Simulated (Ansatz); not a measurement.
**SnTe, before and after**

The cell of SnTe is invented: random cell by space group and Wyckoff sites (P4/mmm, No. 123). Lengths were set from tabulated atomic sizes, so they are only a guess.

start:

Space group P4/mmm (No. 123). a = 5.097 Å, b = 5.097 Å, c = 2.658 Å, α = 90.00°, β = 90.00°, γ = 90.00°
```tsv
atom	site	symmetry	x	y	z
Sn	1d	4/mmm	0.5000	0.5000	0.5000
Te	1a	4/mmm	0.0000	0.0000	0.0000
```

Computed with DFT PBE, scalar-relativistic, plane waves, PAW (Ansatz 0.2.0). Cutoff 420 eV, Gaussian smearing, Γ-centred meshes. Cell and atoms relax first on a coarse mesh and then on a finer one. In between, the cell is made exact in the group found at 0.06 Å. In metals the finer mesh still leaves noise of several meV/atom or more. The steps can't lower the symmetry of their start. No spin polarisation.

end:

Space group Pm-3m (No. 221). a = 3.889 Å, b = 3.889 Å, c = 3.889 Å, α = 90.00°, β = 90.00°, γ = 90.00°
| atom | site | symmetry | x | y | z |
| --- | --- | --- | --- | --- | --- |
| Sn | 1b | m-3m | 0.5000 | 0.5000 | 0.5000 |
| Te | 1a | m-3m | 0.0000 | 0.0000 | 0.0000 |

The symmetry goes from P4/mmm (No. 123) to Pm-3m (No. 221). The end has the caesium chloride type. The volume per atom shrinks by 14.9 %, from 34.5 to 29.4 Å³. The shortest distance goes from 2.66 Å (Sn–Sn and Te–Te) to 3.37 Å (Sn–Te). The energy falls by about 0.65 eV/atom (the start's value is from the coarse mesh).

| Item | Value |
| --- | --- |
| Volume per atom | 29.40 Å³ |
| Density | 6.96 g/cm³ |
| Energy over the elements | −0.05 eV/atom |
| Gap on the 14×14×16 mesh of the 2-atom cell | 0 eV (a metal) |

Formation energies are uncorrected and refer to the elements' standard structures at the same level. The references include grey tin.

The last run used Gaussian smearing of 0.10 eV. The end has P4/mmm (No. 123) at a tolerance of 0.01 Å; the cell shown is made exact in the group found at 0.05 Å. Spin–orbit coupling, which can matter for Te, is left out. The reference form of Te is held partly by dispersion forces, which this level lacks. A structure relaxed within its symmetry needn't be a true minimum. In all, the 3 runs took 87 s on 1 thread of Intel(R) Xeon(R) 6975P-C (Granite Rapids), with other jobs on the host. Another cell of SnTe relaxed alike, in I4mm, lies 243 meV/atom lower, so this cell isn't the stable form at this level.
